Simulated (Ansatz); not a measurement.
Wanted: the native input for an Ansatz 0.2.0 run.

```yaml
Task: band structure
Functional: PBEsol
Potentials_or_basis: all-electron LAPW, scalar-relativistic
Cutoff: 183 eV (chosen from the basis error)
Basis_error_allowed: 0.002 eV/atom
k_mesh: 5 × 5 × 4
Occupations: fermi-dirac, width 0.05 eV
Spin: no spin polarisation
```

Crystal: Te.

```
Te
1.0
     3.82029   -2.14820    0.00000
     3.82029    2.14820    0.00000
    -0.09429    0.00000    5.97609
Te
3
Cartesian
  0.0000 0.0000 0.0000
  2.3324 0.0000 2.0248
  5.2139 0.0000 3.9513
```

This isn't the form of Te at room conditions, which is trigonal, of chains.

One way to write it, as run:

input.yaml

```yaml
crystal:
  lattice:
    - [3.8202894285, -2.1482026, 0.0]
    - [3.8202894285, 2.1482026, 0.0]
    - [-0.0942908673, 0.0, 5.9760906531]
  atoms:
    - { symbol: Te, position: [0.0, 0.0, 0.0] }
    - { symbol: Te, position: [0.30944661, 0.30944661, 0.33880949] }
    - { symbol: Te, position: [0.69055339, 0.69055339, 0.66119051] }
kpoints:
  mp_grid: { grid: [5, 5, 4] }
  band_path:
    path:
      - [0.0, 0.0, 0.0]
      - [0.5, 0.5, -1.0]
      - [0.106348683, 0.106348683, -1.4779432529]
      - [0.5, 0.5, -0.5]
      - [0.6725256635, 0.3274743365, -0.5]
    npoints: 6
scf:
  occupations: { method: fermi_dirac, width: 0.05 }
hamiltonian:
  xc: pbesol
  pseudopotentials: { kind: all_electron, lapw: { basis_error: 0.002 } }
output:
  forces: true
  stress: true
  eigenvalues: true
```

Potentials or basis: all-electron LAPW, scalar-relativistic.

Run with:

```sh
$ ansatz run input.yaml --threads 2 --pin off --max-ram 8192MiB --backend cpu --events-out ev --progress --plain --runs-dir out
```

It gave:

```
Pressure                : -1.8 GPa
Largest force           : 0.024 eV/Å
Band gap along the path : none (metal or under the smearing width)
```

Caveat: the k mesh is thin for a metal, which can move the energy by tens of meV per atom; spin-orbit coupling is left out, which moves the levels of the heavy elements.

Wall time 10 s on 2 threads of Arm Neoverse V2 (shared host), peak memory 0.34 GiB.
